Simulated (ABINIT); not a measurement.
**Mo: equation of state with PBE**

Mo:

```
CELL_PARAMETERS angstrom
-1.58381 1.58381 1.58381
1.58381 -1.58381 1.58381
1.58381 1.58381 -1.58381
ATOMIC_POSITIONS crystal
Mo 0.00000 0.00000 0.00000
```

```
Program             : ABINIT 10.8.3 (patched build)
Task                : equation of state
Functional          : PBE
Potentials or basis : PseudoDojo NC SR PBE v0.4.1 standard
Cutoff              : 1088 eV
k mesh              : 12 × 12 × 12
Occupations         : fermi-dirac, width 0.05 eV
Spin                : no spin polarisation
```

- Equilibrium volume: 15.79 Å³/atom
- Bulk modulus: 262 GPa
- Pressure derivative of the bulk modulus: 4.3

Energy against volume, from the lowest point:
```tsv
volume (Å³/atom)	energy (meV/atom)
14.938	41.23
15.256	15.37
15.574	2.05
15.892	0.00
16.209	8.08
16.527	25.25
16.845	50.60
```

Run time: 2.1 min on 1 thread of Arm Neoverse V1, on a shared host, peak memory 0.1 GiB.

Caveat: pressures at fixed basis lie under the slope of the energies.
